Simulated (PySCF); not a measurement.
Species: phenol, C6H6O.
SMILES with atom numbers: `[OH:1][c:2]1[cH:3][cH:4][cH:5][cH:6][cH:7]1` (hydrogens: H8 on O1; H9 on C3; H10 on C4; H11 on C5; H12 on C6; H13 on C7)

Cartesian coordinates in Å at the GFN2-xTB level; atoms count from 1:
```
atom  x, y, z in Å
O1     2.4825   -0.1777    0.0087
C2     1.1236   -0.0944    0.0018
C3     0.3922   -1.2778   -0.0313
C4    -0.9879   -1.2322   -0.0379
C5    -1.6514   -0.0161   -0.0110
C6    -0.9241    1.1601    0.0221
C7     0.4591    1.1258    0.0277
H8     2.8640    0.7082    0.0332
H9     0.9254   -2.2151   -0.0491
H10   -1.5511   -2.1531   -0.0658
H11   -2.7302    0.0137   -0.0139
H12   -1.4340    2.1121    0.0438
H13    1.0275    2.0470    0.0539
```

Method: PySCF 2.14.0, density-fitted response routines, TDDFT wB97X-D/def2-SVPD, vertical, gas phase, core orbitals frozen in the response.

Ground-to-excited transition dipoles (e·a0, same axes as the geometry; the sign carries no meaning), for the states with f of 0.002 or more among the lowest 8:

| state | E (eV) | μx | μy | μz |
| --- | --- | --- | --- | --- |
| S1 | 5.274 | -0.035 | 0.496 | 0.012 |
| S2 | 6.096 | -0.510 | -0.020 | -0.004 |
| S4 | 7.098 | 1.905 | -0.135 | 0.005 |
| S5 | 7.127 | -0.201 | -1.601 | -0.043 |
| S6 | 7.172 | -0.010 | 0.031 | -0.149 |
| S8 | 7.747 | -0.001 | 0.003 | -0.132 |

Question: Work out the oscillator strengths.

Answer: f = (2/3) ΔE |μ|² with ΔE in hartree (27.2114 eV).

```json
{"state": "S1", "|μ|² (au)": "0.247", "|μ| (D)": "1.26", "f": "0.032"}
{"state": "S2", "|μ|² (au)": "0.260", "|μ| (D)": "1.30", "f": "0.039"}
{"state": "S4", "|μ|² (au)": "3.646", "|μ| (D)": "4.85", "f": "0.634"}
{"state": "S5", "|μ|² (au)": "2.606", "|μ| (D)": "4.10", "f": "0.455"}
{"state": "S6", "|μ|² (au)": "0.023", "|μ| (D)": "0.39", "f": "0.004"}
{"state": "S8", "|μ|² (au)": "0.017", "|μ| (D)": "0.34", "f": "0.003"}
```

Question: The point group is Cs. Which irreducible representation does each state belong to?

Answer: Polarised normal to the mirror plane, so A″: S6 and S8. Polarised in the mirror plane, so A′: S1, S2, S4 and S5.

Question: What angle do the transition dipoles of S2 and S4 make?

Answer: |cos θ| = |μa·μb| / (|μa| |μb|) = 0.99, so θ ≈ 6° (taken between 0 and 90°, since the signs are arbitrary).

Question: What peak molar absorption coefficient would the strongest computed level give as a lone Gaussian band 0.3 eV wide at half height?

Answer: ε(max) = 2.175×10⁸ f / FWHM, with the width in cm⁻¹. S4: 2.175×10⁸ × 0.6340 / 2420 ≈ 57000 L mol⁻¹ cm⁻¹.

One conformer stands for the species.
